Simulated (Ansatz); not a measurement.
# InP (F-43m) in Ansatz: notebook

One crystal, InP, is run at these levels: PBEsol, LDA; tasks: band structure, elastic constants.

Program: Ansatz 0.2.0. These are calculated values, not measurements. Logs are shortened: lines on timing, memory, paths and dates and some standing lists are left out, and cuts for length are marked.

**Measured values to compare with.**

From a printed reference work, data compilation, for a bulk crystal of InP at 1.6 K: band gap 1.4236 eV (direct).

The results are compared with them further down.

## 1. Starting point

Symmetry: F-43m, No. 216, cubic system. The conventional cell has a = 5.861 Å, b = 5.861 Å, c = 5.861 Å, α = 90.00°, β = 90.00°, γ = 90.00°. In (site symmetry -43m) is surrounded by 4 P at 2.54 Å. P (site symmetry -43m) has 4 In at 2.54 Å as nearest neighbours.

## 2. Band structure, PBEsol

The input, input.yaml:

```yaml
crystal:
  lattice:
    - [0.0, 2.9305, 2.9305]
    - [2.9305, 0.0, 2.9305]
    - [2.9305, 2.9305, 0.0]
  atoms:
    - { symbol: In, position: [0.0, 0.0, 0.0] }
    - { symbol: P, position: [0.75, 0.75, 0.75] }
kpoints:
  mp_grid: { grid: [8, 8, 8] }
  band_path:
    path:
      - [0.0, 0.0, 0.0]
      - [0.5, 0.0, 0.5]
      - [0.5, 0.25, 0.75]
      - [0.375, 0.375, 0.75]
      - [0.0, 0.0, 0.0]
      - [0.5, 0.5, 0.5]
      - [0.625, 0.25, 0.625]
      - [0.5, 0.25, 0.75]
    npoints: 6
scf:
  occupations: { method: fermi_dirac, width: 0.05 }
hamiltonian:
  xc: pbesol
  pseudopotentials: { kind: all_electron, lapw: { basis_error: 0.001 } }
output:
  forces: true
  stress: true
  eigenvalues: true
```

Potentials or basis: all-electron LAPW, scalar-relativistic.

The run is started by

```bash
$ ansatz run input.yaml --threads 1 --pin off --max-ram 3072MiB --backend cpu --events-out ev --progress --plain --runs-dir out
```

Output:

```text
Warning: RAYON_NUM_THREADS=1 ignored (pool sized by the plan → 1); use --threads N
LAPW: plane waves up to 8.016 Å⁻¹, error target 1.0e-3 eV per atom; small_component_spin mean_spin; P in spheres of 1.105 Å, 13 of its electrons in bands, Dirac shells []; In in spheres of 1.432 Å, 21 of its electrons in bands, Dirac shells [] (how accurate: hamiltonian.pseudopotentials.lapw.basis_error, Limitations)
Engine: ansatz 0.2.0, aarch64-unknown-linux-gnu
Pseudopotentials: kind: all_electron
Pseudopotential: In, LAPW, valence charge 21, lapw/all_electron/scalar/gaussian/In, Koelling and Harmon's equation, gaussian nucleus
Pseudopotential: P, LAPW, valence charge 13, lapw/all_electron/scalar/gaussian/P, Koelling and Harmon's equation, gaussian nucleus
Functional definition: PBEsol
  exchange = pbesol_x
  correlation = pbesol_c
Crystal: 2 atoms, lattice volume = 50.333 Å³
Basis set: ecut = 244.79313199182866 eV, 411 PW (Γ), exchange–correlation at level 2
Bands: 21, of which v1, the nominal top of the filled ones, is band 17 counted from 1 (16 counted from 0)
Symmetry: 24 space group operations
Space group: F-43m (ITA 216), of the structure as read, at distance tolerance 3.7e-5 Å
k-points: 29 of 512 (time reversal used)
Non-local potential: In, projectors of the file, none
Non-local potential: P, projectors of the file, none
Initial density: superposition of atomic densities (chi_scale 0.1, normalization cell, long waves kept (reshape's long-wave potential 0.00 eV rms))
Initial wavefunctions: plane waves of lowest kinetic energy (no species holds an atomic orbital)
Functional: x = pbesol(κ = 0.804, μ = 0.12345679012345678), c = pbesol(β = 0.046)
iter 1 solved again at ethr=3.29e-3 eV; its pass at ethr=1.00e-1 eV (dr2=1.12e0 eV) is discarded
SCF iter   1: F=—  HF=-169267.729044 eV  |F-HF|=—  |Δ(HF+E_count)|=         —  Δρ=3.50e-2  dr2=1.12e0  ethr=3.29e-3  ⟨swp⟩=2.0  Hψ=4157  notcnv=0
preconditioner: auto → none  [insulator: Δε(μ)=1.033 eV  Ē_g=14.195 eV  σ=0.050 eV  W_gap=1.00  n_scr=14 (ndim 8)  ℏωp=22.2 eV  f_vac=0.041  D(μ)=0.00/eV (n_scr^D=0)  ε∞_Penn≈3.4]
iter 2 solved again at ethr=1.87e-4 eV; its pass at ethr=3.29e-3 eV (dr2=6.35e-2 eV) is discarded
SCF iter   2: F=—  HF=-169267.356655 eV  |F-HF|=—  |Δ(HF+E_count)|=   3.72e-1  Δρ=1.20e-2  dr2=6.36e-2  ethr=1.87e-4  ⟨swp⟩=2.0  Hψ=3198  notcnv=0
SCF iter   3: F=—  HF=-169267.325867 eV  |F-HF|=—  |Δ(HF+E_count)|=   3.08e-2  Δρ=5.79e-3  dr2=1.35e-2  ethr=1.87e-4  ⟨swp⟩=2.0  Hψ=1798  notcnv=0
SCF iter   4: F=—  HF=-169267.323895 eV  |F-HF|=—  |Δ(HF+E_count)|=         —  Δρ=1.20e-3  dr2=7.47e-4  ethr=3.97e-5  ⟨swp⟩=2.0  Hψ=1683  notcnv=0
the basis was enlarged: its passes take 524.9 KiB over the memory plan, 1 of 1 planned eigensolver slots
SCF iter   5: F=—  HF=-169267.323427 eV  |F-HF|=—  |Δ(HF+E_count)|=   4.69e-4  Δρ=1.52e-4  dr2=9.92e-6  ethr=2.20e-6  ⟨swp⟩=2.1  Hψ=1685  notcnv=0
SCF iter   6: F=—  HF=-169267.323437 eV  |F-HF|=—  |Δ(HF+E_count)|=   1.02e-5  Δρ=2.94e-5  dr2=3.52e-7  ethr=2.92e-8  ⟨swp⟩=3.0  Hψ=1782  notcnv=0
SCF iter   7: F=-169267.323437 eV  HF=-169267.323437 eV  |F-HF|=3.38e-9  |Δ(HF+E_count)|=   5.97e-7  Δρ=2.70e-6  dr2=4.27e-9  ethr=1.04e-9  ⟨swp⟩=3.0  Hψ=1794  notcnv=0
SCF 1 converged in 7 iterations: F = -169267.323437 eV  dr2 = 4.27e-9
NSCF: frozen V_eff on 43 k-points
SCF converged after 7 iterations
Free energy (F): -169267.323437 eV
Harris-Foulkes:  -169267.323437 eV  (|F-HF|=3.38e-9)
Internal energy: -169267.323426 eV  (E = F + TS)
E sigma→0 (E₀):  -169267.323432 eV
Entropy (-TS):   -0.000012 eV (-0.006 meV/atom)
Fermi energy:    9.337365 eV
--- Per-component energies (eV) ---
  E_band       = -1584.333610
  E_kinetic    = 177222.857240
  E_xc         = -4895.285519
  E_electrostatic = -341594.895147  (all electrons and nuclei)
  E_smearing   = -0.000012  (= −TS)
  E_closure    = 0.000000  (closes the sum)
  E_atoms      = -169258.199424  (free atoms, spherical and without spin; not in F)
  Σ components = -169267.323437   (vs F -169267.323437, Δ=0.00e0)
  Basis errors (estimates in eV, not in F): energy 4.5e-4 per atom: plane waves 4.1e-4 (2.4e-4 summed), levels above the bands 4.7e-58, relativity 4.3e-9, radial functions 4.0e-5, core shells 6.7e-8; eigenvalues (radial functions only) 1.1e-6; not estimated: angular momenta, meshes, grids; target (lapw.basis_error) 1.0e-3; muffin-tin radii P 1.105 Å, In 1.432 Å
--- Forces (eV/Å), atoms counted from 1 ---
  atom   1  In     0.00000000    -0.00000000    -0.00000000
  atom   2  P     -0.00000000     0.00000000     0.00000000
  max |Σ_I F_I| component: 2.31e-17 eV/Å
--- Stress (GPa, compression-positive) ---
        0.599122       0.000000      -0.000000
        0.000000       0.599122       0.000000
       -0.000000       0.000000       0.599122
  P = ⅓ Tr σ = 0.5991 GPa (5.991 kbar)
--- Band table (eV; the first three rows and the last of 29) ---
  k-point 0: bands = ["-158.2843", "-109.0221", "-109.0221", "-109.0221", "-105.8060", "-64.3337", "-64.3337", "-64.3337", "-5.1620", "-5.1620", "-5.1620", "-5.0065", "-5.0065", "-2.5465", "8.9989", "8.9989", "8.9989", "9.6136", "13.0120", "13.0120", "13.0120"]
  k-point 1: bands = ["-158.2843", "-109.0221", "-109.0221", "-109.0221", "-105.8060", "-64.3337", "-64.3337", "-64.3337", "-5.1814", "-5.1544", "-5.1544", "-5.0065", "-5.0065", "-2.3664", "7.4257", "8.8093", "8.8093", "10.5784", "13.1547", "13.2923", "13.2923"]
  k-point 2: bands = ["-158.2843", "-109.0221", "-109.0221", "-109.0221", "-105.8060", "-64.3338", "-64.3337", "-64.3337", "-5.2256", "-5.1383", "-5.1383", "-5.0040", "-5.0040", "-1.8629", "5.5145", "8.4331", "8.4331", "10.7041", "13.7173", "13.7173", "14.2224"]
  k-point 28: bands = ["-158.2843", "-109.0221", "-109.0221", "-109.0221", "-105.8060", "-64.3338", "-64.3338", "-64.3338", "-5.3159", "-5.1014", "-5.0644", "-5.0281", "-4.9914", "-0.0522", "3.3403", "5.9996", "6.0356", "13.1932", "13.3383", "14.4707", "15.0727"]
```

Wall time 13 s (1 thread of Arm Neoverse V1, shared host); peak memory 0.27 GiB.

Results:

```yaml
Free_energy: -169267.3234 eV
Pressure: 0.6 GPa
Band_gap_on_the_k_mesh: 0.61 eV, direct
Band_gap_along_the_path: 0.61 eV, direct
```

Levels at the corners of the path, in eV from the valence-band top:
| point | band 15 | band 16 | band 17 | band 18 | band 19 | band 20 |
| --- | --- | --- | --- | --- | --- | --- |
| Γ | 0.00 | 0.00 | 0.00 | 0.61 | 4.01 | 4.01 |
| X | -5.81 | -2.35 | -2.35 | 1.63 | 2.17 | 9.09 |
| W | -5.66 | -3.00 | -2.96 | 4.19 | 4.34 | 5.47 |
| K | -5.67 | -3.36 | -1.96 | 2.25 | 4.32 | 7.42 |
| Γ | 0.00 | 0.00 | 0.00 | 0.61 | 4.01 | 4.01 |
| L | -5.80 | -0.98 | -0.98 | 1.40 | 4.73 | 4.73 |
| U | -5.67 | -3.36 | -1.96 | 2.25 | 4.32 | 7.42 |
| W | -5.66 | -3.00 | -2.96 | 4.19 | 4.34 | 5.47 |

Caveat: spin-orbit coupling is left out, which moves the levels of the heavy elements.

## 3. Elastic constants, LDA

The input, input.yaml:

```yaml
crystal:
  lattice:
    - [0.0, 2.9305, 2.9305]
    - [2.9305, 0.0, 2.9305]
    - [2.9305, 2.9305, 0.0]
  atoms:
    - { symbol: In, position: [0.0, 0.0, 0.0] }
    - { symbol: P, position: [0.75, 0.75, 0.75] }
kpoints:
  mp_grid: { grid: [6, 6, 6] }
scf:
  occupations: { method: fermi_dirac, width: 0.05 }
hamiltonian:
  xc: lda
  pseudopotentials: { kind: all_electron, lapw: { basis_error: 0.001 } }
output:
  forces: true
  stress: true
elastic:
  mode: clamped_ion
  stencil: two_point
```

Potentials or basis: all-electron LAPW, scalar-relativistic.

The run is started by

```bash
$ ansatz run input.yaml --threads 1 --pin off --max-ram 3072MiB --backend cpu --events-out ev --progress --plain --runs-dir out
```

Run time: 62 s. Hardware: 1 thread of Arm Neoverse V1, shared host; peak memory 0.31 GiB.

The run converged. Its results:

* Free energy: -169185.2015 eV
* Pressure: -1.2 GPa
* Band gap on the k mesh: 0.48 eV, direct
* Clamped-ion elastic constants C11, C12, C44: 96, 51, 68 GPa
* Voigt bulk modulus: 66 GPa

Levels at points of the mesh, in eV from the valence-band top:
```csv
k point,band 14,band 15,band 16,band 17,band 18,band 19,band 20,band 21
"(0.00, 0.00, 0.00)",-11.56,0.00,0.00,0.00,0.48,3.95,3.95,3.95
"(0.00, 0.00, -0.50)",-9.81,-5.84,-0.99,-0.99,1.30,4.69,4.69,6.89
"(0.00, -0.50, -0.50)",-9.13,-5.88,-2.36,-2.36,1.59,2.11,8.98,9.41
```

Elastic tensor in Voigt notation (GPa, ions clamped, in the Cartesian axes of the cell as first typed):
```
96 51 51  0  0  0
51 96 51  0  0  0
51 51 96  0  0  0
 0  0  0 68  0  0
 0  0  0  0 68  0
 0  0  0  0  0 68
```

Caveat: spin-orbit coupling is left out, which moves the levels of the heavy elements.

## 4. How close it comes

Step 2. Measured gap of InP: 1.4236 eV (direct; 1.6 K; a printed reference work, data compilation). This calculation gives 0.61 eV (-0.81 eV). Spin-orbit coupling on In is left out. The value is that of PBEsol, without temperature or zero-point motion. Semilocal functionals fall short of measured gaps as a rule.

Step 3. A measured gap of InP is 1.4236 eV (direct; 1.6 K; a printed reference work, data compilation); the calculated 0.48 eV misses it by -0.95 eV. Spin-orbit coupling on In is left out. The value is that of LDA, without temperature or zero-point motion. Semilocal functionals fall short of measured gaps as a rule.
